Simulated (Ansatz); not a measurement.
# Cu under changes of volume

One of the cells (11.994 Å³/atom); the others are scaled copies at fixed shape and fractional positions:

```
CELL_PARAMETERS angstrom
1.21846 -3.97638 0.00000
1.21846 3.97638 0.00000
0.00000 0.00000 2.47550
ATOMIC_POSITIONS crystal
Cu 0.86613 0.13387 0.75000
Cu 0.13387 0.86613 0.25000
```

This isn't the form of Cu at room conditions, which is fcc.

* Program: Ansatz 0.2.0
* Functional: PBE
* Potentials or basis: all-electron LAPW, scalar-relativistic
* Cutoff: 354 eV (chosen from the basis error)
* Basis error allowed: 0.0005 eV/atom
* k mesh: 11 × 11 × 11
* Occupations: fermi-dirac, width 0.05 eV
* Spin: no spin polarisation

```csv
volume (Å³/atom),energy over the lowest point (meV/atom),pressure (GPa),largest force (eV/Å)
11.274,64.53,18.1,0.138
11.514,40.77,13.8,0.106
11.754,23.06,10.0,0.076
11.994,10.74,6.6,0.048
12.234,?,?,?
12.474,0.00,0.9,0.000
12.714,0.57,-1.5,0.022
```

What does the run at 12.234 Å³/atom give?

Energy over the lowest point 3.23 meV/atom; pressure 3.6 GPa; largest force 0.023 eV/Å.

Worked out: A Birch-Murnaghan fit of order 3 (a polynomial in V^(-2/3)) to the other rows has its minimum at 12.55 Å³/atom with B0 = V·E''(V) = 128 GPa and B' = 5.0 at fixed shape and positions, which overstates the stiffness. It gives 3.23 meV/atom at 12.234 Å³/atom, against the run's 3.23, and -dE/dV = 3.5 GPa, against 3.6.

Energies are extrapolated to zero smearing.
